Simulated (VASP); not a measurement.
# Mo (Im-3m) in VASP: settings compared

Aim: see how the results for Mo move with the level of theory and the settings. Levels: PBEsol, RPBE. Tasks: relaxation of cell and atoms, single point.

Program: VASP 6.6.1. These are calculated values, not measurements. Logs are shortened: lines on timing, memory, paths and dates and some standing lists are left out, and cuts for length are marked.

## Step 1: Starting point

It takes space group Im-3m (No. 229, cubic). The conventional cell has a = 3.168 Å, b = 3.168 Å, c = 3.168 Å, α = 90.00°, β = 90.00°, γ = 90.00°. Mo (site symmetry m-3m) has 8 Mo at 2.74 Å as nearest neighbours.

## Step 2: Relaxation of cell and atoms, PBEsol

The input, INCAR:

```
PREC = Accurate
ENCUT = 300
EDIFF = 1E-7
ISMEAR = 0
SIGMA = 0.1
LREAL = F
LASPH = T
NELM = 80
ALGO = Fast
ISIF = 3
LWAVE = F
LCHARG = F
GGA = PS
IBRION = 2
NSW = 90
EDIFFG = -0.005
```

The input, KPOINTS:

```
regular mesh
0
Gamma
  18 18 18
```

The input, POSCAR:

```
Mo
1.0
   -1.5838089700      1.5838089700      1.5838089700
    1.5838089700     -1.5838089700      1.5838089700
    1.5838089700      1.5838089700     -1.5838089700
Mo
1
Direct
    0.0000000000      0.0000000000      0.0000000000
```

Potentials or basis: VASP PAW PBE potentials, release 64 (Mo_sv).

Started as:

```bash
> cat potpaw_PBE.64/Mo_sv/POTCAR > POTCAR
> mpirun -np 1 vasp_std > vasp.out
```

OUTCAR:

```text
PREC = Accurate
   ENCUT = 300
   EDIFF = 1E-7
   ISMEAR = 0
   LREAL = F
   LASPH = T
   NELM = 80
   ISIF = 3
   GGA = PS
   IBRION = 2
   NSW = 90
   EDIFFG = -0.005

 ion  position               nearest neighbor table
   1  0.000  0.000  0.000-

  LATTYP: Found a body centered cubic cell.
 ALAT       =     3.1676179400

  Lattice vectors:

 A1 = (  -1.5838089700,   1.5838089700,   1.5838089700)
 A2 = (   1.5838089700,  -1.5838089700,   1.5838089700)
 A3 = (   1.5838089700,   1.5838089700,  -1.5838089700)

Analysis of symmetry for initial positions (statically):
=====================================================================
 Subroutine PRICEL returns:
 Original cell was already a primitive cell.

 Routine SETGRP: Setting up the symmetry group for a
 body centered cubic supercell.

 Subroutine GETGRP returns: Found 48 space group operations
 (whereof 48 operations were pure point group operations)
 out of a pool of 48 trial point group operations.

The static configuration has the point symmetry O_h .

Analysis of symmetry for dynamics (positions and initial velocities):
=====================================================================
 Subroutine PRICEL returns:
 Original cell was already a primitive cell.

 Routine SETGRP: Setting up the symmetry group for a
 body centered cubic supercell.

 Subroutine GETGRP returns: Found 48 space group operations
 (whereof 48 operations were pure point group operations)
 out of a pool of 48 trial point group operations.

The dynamic configuration has the point symmetry O_h .

 Subroutine INISYM returns: Found 48 space group operations
 (whereof 48 operations are pure point group operations),
 and found     1 'primitive' translations

----------------------------------------------------------------------------------------

                                     Primitive cell

  volume of cell :      15.8916

  direct lattice vectors                    reciprocal lattice vectors
    -1.583808970  1.583808970  1.583808970     0.000000000  0.315694638  0.315694638
     1.583808970 -1.583808970  1.583808970     0.315694638  0.000000000  0.315694638
     1.583808970  1.583808970 -1.583808970     0.315694638  0.315694638  0.000000000

  length of vectors
     2.743237606  2.743237606  2.743237606     0.446459639  0.446459639  0.446459639

  position of ions in fractional coordinates (direct lattice)
     0.000000000  0.000000000  0.000000000

  ion indices of the primitive-cell ions
   primitive index   ion index
                 1           1

----------------------------------------------------------------------------------------

 KPOINTS: regular mesh

Automatic generation of k-mesh.
 Grid dimensions read from file:
 generate k-points for:   18   18   18

 Generating k-lattice:

  Cartesian coordinates                     Fractional coordinates (reciprocal lattice)
     0.000000000  0.017538591  0.017538591     0.055555556  0.000000000  0.000000000
     0.017538591  0.000000000  0.017538591     0.000000000  0.055555556  0.000000000
     0.017538591  0.017538591  0.000000000     0.000000000  0.000000000  0.055555556

  Length of vectors
     0.024803313  0.024803313  0.024803313

  Shift w.r.t. Gamma in fractional coordinates (k-lattice)
     0.000000000  0.000000000  0.000000000

 Subroutine IBZKPT returns following result:
 ===========================================

 Found    195 irreducible k-points:

 Following reciprocal coordinates:
            Coordinates               Weight
  0.000000  0.000000  0.000000      1.000000
  0.055556  0.000000  0.000000     12.000000
  0.111111  0.000000  0.000000     12.000000
  0.166667  0.000000  0.000000     12.000000
  0.222222  0.000000  0.000000     12.000000
  0.277778  0.000000  0.000000     12.000000
[... 16 lines left out ...]
  0.333333  0.111111  0.000000     48.000000
  0.388889  0.111111 -0.000000     48.000000
 [... further k-points ...]
   k-points           NKPTS =    195   k-points in BZ     NKDIM =    195   number of bands    NBANDS=     11
   number of dos      NEDOS =    301   number of ions     NIONS =      1
   total plane-waves  NPLWV =   4096
   dimension x,y,z NGX =    16 NGY =   16 NGZ =   16
   dimension x,y,z NGXF=    32 NGYF=   32 NGZF=   32
   ions per type =               1
   NGX,Y,Z   is equivalent  to a cutoff of   9.70,  9.70,  9.70 a.u.
   NGXF,Y,Z  is equivalent  to a cutoff of  19.39, 19.39, 19.39 a.u.
 SYSTEM =  unknown system
   PREC   = accura    normal or accurate (medium, high low for compatibility)
   ISTART =      0    job   : 0-new  1-cont  2-samecut
   ICHARG =      2    charge: 1-file 2-atom 10-const
   ISPIN  =      1    spin polarized calculation?
   LNONCOLLINEAR =      F non collinear calculations
   LSORBIT =      F    spin-orbit coupling
   LASPH  =      T    aspherical Exc in radial PAW
   ENCUT  =  300.0 eV  22.05 Ry    4.70 a.u.   3.87  3.87  3.87*2*pi/ulx,y,z
   NELM   =     80;   NELMIN=  2; NELMDL= -5     # of ELM steps
   EDIFF  = 0.1E-06   stopping-criterion for ELM
   LREAL  =      F    real-space projection
   EDIFFG = -.5E-02   stopping-criterion for IOM
   NSW    =     90    number of steps for IOM
   IBRION =      2    ionic relax: 0-MD 1-quasi-New 2-CG
   NFREE  =      1    steps in history (QN), initial steepest desc. (CG)
   ISIF   =      3    stress and relaxation
   ISYM   =      2    0-nonsym 1-usesym 2-fastsym
   POTIM  = 0.5000    time-step for ionic-motion
   TEBEG  =    0.0;   TEEND  =   0.0 temperature during run
   PSTRESS=    0.0 pullay stress
   NELECT =      14.0000    total number of electrons
   NUPDOWN=      -1.0000    fix difference up-down
   EMIN   =  10.00;   EMAX   =-10.00  energy-range for DOS
   EFERMI =   0.00;   METHOD = LEGACY
   ISMEAR =     0;   SIGMA  =   0.10  broadening in eV -4-tet -1-fermi 0-gaus
   EFERMI_NEDOS =   21; number of points for ismear=-14 and -15
   IALGO  =     68    algorithm
   IMIX   =      4    mixing-type and parameters
     AMIX     =   0.40;   BMIX     =  1.00
     AMIX_MAG =   1.60;   BMIX_MAG =  1.00
  volume/ion in A,a.u.               =      15.89       107.24
  Fermi-wavevector in a.u.,A,eV,Ry     =   1.569380  2.965698 33.510508  2.462953
  Thomas-Fermi vector in A             =   2.671271
   LORBIT       =      0    0 simple, 1 ext, 2 COOP (PROOUT), +10 PAW based schemes
   GGA     = PS    functional components
   LHFCALC =     F    Hartree Fock is set to
   AEXX    =    0.0000 exact exchange contribution
   IVDW    =     0    specifies the selected vdW correction
   LEPSILON=     F    determine dielectric tensor
   LRPA    =     F    only Hartree local field effects (RPA)
 conjugate gradient relaxation of ions
 non-spin polarized calculation
 RMM-DIIS sequential band-by-band and
 Gauss-broadening in eV      SIGMA  =   0.10
  energy-cutoff  :      300.00
  volume of cell :       15.89
 maximum number of plane-waves:       201
   NGX =  7   NGY =  7   NGZ =  7

--------------------------------------- Ionic step        1  -------------------------------------------

 number of electron      14.0000001 magnetization

 Free energy of the ion-electron system (eV)
  ---------------------------------------------------
  ext. energy  EPLUGINS =         0.00000000
  ---------------------------------------------------
  free energy    TOTEN  =       -11.76899882 eV

  energy without entropy =      -11.76628976  energy(sigma->0) =      -11.76764429

------------------------ aborting loop because EDIFF is reached ----------------------------------------

  FORCE on cell =-STRESS in cart. coord.  units (eV):
  Direction    XX          YY          ZZ          XY          YZ          ZX
  --------------------------------------------------------------------------------------
  -------------------------------------------------------------------------------------
  Total       -0.9326374     -0.9326374     -0.9326374     -0.0000000      0.0000000      0.0000000
  in kB      -94.0275296    -94.0275296    -94.0275296     -0.0000000      0.0000000      0.0000000
  external PRESSURE =     -94.0275296 kB  Pullay stress =       0.0000000 kB
[... 195 lines left out ...]
  energy  without entropy=      -11.7840750133  energy(sigma->0) =      -11.78523248

--------------------------------------- Ionic step        7  -------------------------------------------

 number of electron      13.9999992 magnetization

 Free energy of the ion-electron system (eV)
  ---------------------------------------------------
  ext. energy  EPLUGINS =         0.00000000
  ---------------------------------------------------
  free energy    TOTEN  =       -11.78641148 eV

  energy without entropy =      -11.78410907  energy(sigma->0) =      -11.78526028

 E-fermi :  12.8207     XC(G=0): -13.6460

 val. band max:       12.8187247497   @ k =  -0.3889   0.4444   0.2778
 cond. band min:      12.8263724765   @ k =   0.3889   0.1111  -0.0000
 fundamental gap:      0.0076477268
 Fermi energy:        12.8206634313

 k-point     1 :       0.0000    0.0000    0.0000
  band No.  band energies     occupation
      1     -48.3711      2.00000
      2     -21.6250      2.00000
      3     -21.6250      2.00000
      4     -21.6250      2.00000
      5       5.4406      2.00000
      6      11.3950      2.00000
      7      11.3950      2.00000
      8      11.3950      2.00000
      9      14.4857      0.00000
     10      14.4857      0.00000
     11      27.6314      0.00000
[... 309 lines left out ...]
 k-point    24 :       0.3889    0.1111   -0.0000
  band No.  band energies     occupation
      1     -48.0801      2.00000
      2     -23.0385      2.00000
      3     -22.1459      2.00000
      4     -21.7026      2.00000
      5       7.7483      2.00000
      6       9.4553      2.00000
      7      12.8264      0.93565
      8      14.4030      0.00000
      9      15.5835      0.00000
     10      18.3732      0.00000
     11      24.7639      0.00000

 [... further k-points ...]

------------------------ aborting loop because EDIFF is reached ----------------------------------------

  FORCE on cell =-STRESS in cart. coord.  units (eV):
  Direction    XX          YY          ZZ          XY          YZ          ZX
  --------------------------------------------------------------------------------------
  -------------------------------------------------------------------------------------
  Total        0.0003710      0.0003710      0.0003710     -0.0000000      0.0000000     -0.0000000
  in kB        0.0388055      0.0388055      0.0388055     -0.0000000      0.0000000     -0.0000000
  external PRESSURE =       0.0388055 kB  Pullay stress =       0.0000000 kB
[... 16 lines left out ...]
  FREE ENERGIE OF THE ION-ELECTRON SYSTEM (eV)
  ---------------------------------------------------
  free  energy   TOTEN  =       -11.7864114848 eV

  energy  without entropy=      -11.7841090745  energy(sigma->0) =      -11.78526028

 reached required accuracy - stopping structural energy minimisation
```

It took 33 s on 1 thread of Intel Xeon Platinum 8488C (Sapphire Rapids), shared host; peak memory 0.13 GiB.

Results:

```yaml
Free_energy: -11.7864 eV
Relaxed_volume: 15.32 Å³/atom
Relaxed_cell: a = 2.710 Å, b = 2.710 Å, c = 2.710 Å, α = 109.47°, β = 109.47°, γ = 109.47°
Space_group_after_relaxing_to_0.05_Å: Im-3m (No. 229)
Energy_gained_by_relaxing: 17.4 meV/atom
Ionic_steps: 7
Pressure_after_relaxing: 0.0 GPa
Band_gap_on_the_k_mesh: none (metal or under the smearing width)
```

The path:
```tsv
step	energy change (eV)	largest force (eV/Å)	pressure (GPa)	volume (Å³)
1	0.0000	0.0000	-9.40	15.89
2	0.1300	0.0000	35.03	13.84
3	-0.0174	0.0000	-0.40	15.34
4	-0.0174	0.0000	-0.06	15.32
5	-0.0174	0.0000	0.15	15.31
6	-0.0174	0.0000	-0.34	15.34
7	-0.0174	0.0000	0.00	15.32
```

Final structure:
```
CELL_PARAMETERS angstrom
-1.56450 1.56450 1.56450
1.56450 -1.56450 1.56450
1.56450 1.56450 -1.56450
ATOMIC_POSITIONS crystal
Mo 0.00000 0.00000 0.00000
```

Levels at points of the mesh, in eV from the Fermi level:
| k point | band 4 | band 5 | band 6 | band 7 | band 8 | band 9 | band 10 | band 11 |
| --- | --- | --- | --- | --- | --- | --- | --- | --- |
| (0.00, 0.00, 0.00) | -34.45 | -7.38 | -1.43 | -1.43 | -1.43 | 1.67 | 1.67 | 14.81 |
| (0.50, 0.00, 0.00) | -34.46 | -5.50 | -3.53 | 1.67 | 1.71 | 2.36 | 4.91 | 11.95 |
| (0.50, 0.50, 0.50) | -35.48 | -5.65 | -5.65 | 4.11 | 4.11 | 4.11 | 9.16 | 9.16 |

Caveat: the cutoff is under 1.25 times the usual one of these potentials, so pressure, stress and relaxed cells hold a basis-set (Pulay) error; the PAW data sets were made with another functional, which shifts forces and pressure a little.

## Step 3: Relaxation of cell and atoms, PBEsol

Edit INCAR of step 2 so:

```diff
@@ -1,3 +1,3 @@
 PREC = Accurate
-ENCUT = 300
+ENCUT = 600
 EDIFF = 1E-7
```

The input, KPOINTS:

```
regular mesh
0
Gamma
  6 6 6
```

POSCAR is that of step 2.

Potentials or basis: VASP PAW PBE potentials, release 64 (Mo_sv).

Started as:

```bash
> cat potpaw_PBE.64/Mo_sv/POTCAR > POTCAR
> mpirun -np 1 vasp_std > vasp.out
```

OUTCAR:

```text
PREC = Accurate
   ENCUT = 600
   EDIFF = 1E-7
   ISMEAR = 0
   LREAL = F
   LASPH = T
   NELM = 80
   ISIF = 3
   GGA = PS
   IBRION = 2
   NSW = 90
   EDIFFG = -0.005

 ion  position               nearest neighbor table
   1  0.000  0.000  0.000-

  LATTYP: Found a body centered cubic cell.
 ALAT       =     3.1676179400

  Lattice vectors:

 A1 = (  -1.5838089700,   1.5838089700,   1.5838089700)
 A2 = (   1.5838089700,  -1.5838089700,   1.5838089700)
 A3 = (   1.5838089700,   1.5838089700,  -1.5838089700)

[... 174 lines left out ...]
  -------------------------------------------------------------------------------------
  Total       -0.9393241     -0.9393241     -0.9393241      0.0000000     -0.0000000      0.0000000
  in kB      -94.7016801    -94.7016801    -94.7016801      0.0000000     -0.0000000      0.0000000
  external PRESSURE =     -94.7016801 kB  Pullay stress =       0.0000000 kB
[... 92 lines left out ...]
--------------------------------------- Ionic step        4  -------------------------------------------

 number of electron      14.0000001 magnetization

 Free energy of the ion-electron system (eV)
  ---------------------------------------------------
  ext. energy  EPLUGINS =         0.00000000
  ---------------------------------------------------
  free energy    TOTEN  =       -11.84510368 eV

  energy without entropy =      -11.84503651  energy(sigma->0) =      -11.84507010

 E-fermi :  12.7266     XC(G=0): -13.6379

 val. band max:       12.5128044860   @ k =   0.1667   0.0000   0.0000
 cond. band min:      12.9546908255   @ k =  -0.3333   0.3333   0.1667
 fundamental gap:      0.4418863395
 Fermi energy:        12.7265915778

 k-point     1 :       0.0000    0.0000    0.0000
  band No.  band energies     occupation
      1     -48.4445      2.00000
      2     -21.6860      2.00000
      3     -21.6860      2.00000
      4     -21.6860      2.00000
      5       5.4246      2.00000
      6      11.3567      2.00000
      7      11.3567      2.00000
      8      11.3567      2.00000
      9      14.4428      0.00000
     10      14.4428      0.00000
     11      27.6093      0.00000
[... 236 lines left out ...]
  FREE ENERGIE OF THE ION-ELECTRON SYSTEM (eV)
  ---------------------------------------------------
  free  energy   TOTEN  =       -11.8451036783 eV

  energy  without entropy=      -11.8450365138  energy(sigma->0) =      -11.84507010

 reached required accuracy - stopping structural energy minimisation
```

OSZICAR:

```text
N       E                     dE             d eps       ncg     rms          rms(c)
DAV:   1     0.918740699889E+02    0.91874E+02   -0.89737E+03   360   0.146E+03
DAV:   2    -0.111393098789E+02   -0.10301E+03   -0.99102E+02   379   0.345E+02
DAV:   3    -0.126052507788E+02   -0.14659E+01   -0.14515E+01   403   0.405E+01
[... 42 lines left out ...]
RMM:   2    -0.118451211599E+02    0.28656E-03   -0.56077E-04   352   0.263E-01    0.389E-02
RMM:   3    -0.118450989845E+02    0.22175E-04   -0.14959E-04   352   0.132E-01    0.378E-02
RMM:   4    -0.118451048984E+02   -0.59139E-05   -0.10653E-05   352   0.405E-02    0.199E-02
RMM:   5    -0.118451036767E+02    0.12217E-05   -0.50866E-06   353   0.288E-02    0.839E-04
RMM:   6    -0.118451036783E+02   -0.15716E-08   -0.66106E-07   297   0.108E-02
   4 F= -.11845104E+02 E0= -.11845070E+02  d E =-.169686E-01
```

Wall time 11 s (1 thread of Intel Xeon Platinum 8488C (Sapphire Rapids), shared host); peak memory 0.14 GiB.

What came out:

- Free energy: -11.8451 eV
- Relaxed volume: 15.34 Å³/atom
- Relaxed cell: a = 2.711 Å, b = 2.711 Å, c = 2.711 Å, α = 109.47°, β = 109.47°, γ = 109.47°
- Space group after relaxing (to 0.05 Å): Im-3m (No. 229)
- Energy gained by relaxing: 17.0 meV/atom
- Ionic steps: 4
- Pressure after relaxing: 0.0 GPa
- Band gap on the k mesh: none (metal or under the smearing width)

The path:
```csv
step,energy change (eV),largest force (eV/Å),pressure (GPa),volume (Å³)
1,0.0000,0.0000,-9.47,15.89
2,0.1427,0.0000,37.12,13.83
3,-0.0169,0.0000,-0.44,15.36
4,-0.0170,0.0000,-0.05,15.34
```

Final structure:
```cif
data_structure
_symmetry_space_group_name_H-M 'P 1'
_symmetry_Int_Tables_number 1
_cell_length_a 2.7111
_cell_length_b 2.7111
_cell_length_c 2.7111
_cell_angle_alpha 109.471
_cell_angle_beta 109.471
_cell_angle_gamma 109.471
_cell_volume 15.34
loop_
_atom_site_label
_atom_site_type_symbol
_atom_site_fract_x
_atom_site_fract_y
_atom_site_fract_z
_atom_site_occupancy
Mo1 Mo 0.00000 0.00000 0.00000 1
```

Levels at points of the mesh, in eV from the Fermi level:
```csv
k point,band 3,band 4,band 5,band 6,band 7,band 8,band 9,band 10,band 11
"(0.00, 0.00, 0.00)",-34.41,-34.41,-7.30,-1.37,-1.37,-1.37,1.72,1.72,14.88
"(0.50, 0.00, 0.00)",-34.89,-34.43,-5.43,-3.47,1.72,1.76,2.41,4.94,12.02
"(0.50, 0.50, 0.50)",-35.44,-35.44,-5.58,-5.58,4.15,4.15,4.15,9.21,9.21
```

Caveat: the k mesh is coarse (spacing up to 0.47 Å⁻¹), so the values aren't converged; the PAW data sets were made with another functional, which shifts forces and pressure a little.

## Step 4: Single point, PBEsol

The input, INCAR:

```
ALGO = Fast ; EDIFF = 1E-6
ENCUT = 520 ; GGA = PS
ISIF = 2 ; ISMEAR = 0
LASPH = T ; LCHARG = F
LREAL = F ; LWAVE = F
NELM = 80 ; PREC = Accurate
SIGMA = 0.1
```

The input, KPOINTS:

```
k-points
0
Gamma
  18 18 18
```

POSCAR is that of step 3.

Started as:

```bash
> cat potpaw_PBE.64/Mo_sv/POTCAR > POTCAR
> mpirun -np 1 vasp_std > vasp.out
```

Wall time 16 s (1 thread of Intel Xeon Platinum 8488C (Sapphire Rapids), shared host); peak memory 0.14 GiB.

Results (log left out):

```
Free energy            : -11.7626 eV
Pressure               : -9.0 GPa
Band gap on the k mesh : none (metal or under the smearing width)
```

Levels at points of the mesh, in eV from the Fermi level:
```tsv
k point	band 5	band 6	band 7	band 8	band 9	band 10
(0.00, 0.00, 0.00)	-7.24	-1.34	-1.34	-1.34	1.61	1.61
(0.50, 0.00, 0.00)	-5.26	-3.34	1.53	1.63	2.25	4.65
(0.50, 0.50, 0.50)	-5.35	-5.35	3.91	3.91	3.91	8.88
```

Caveat: the PAW data sets were made with another functional, which shifts forces and pressure a little.

[end of part 1 of 2]
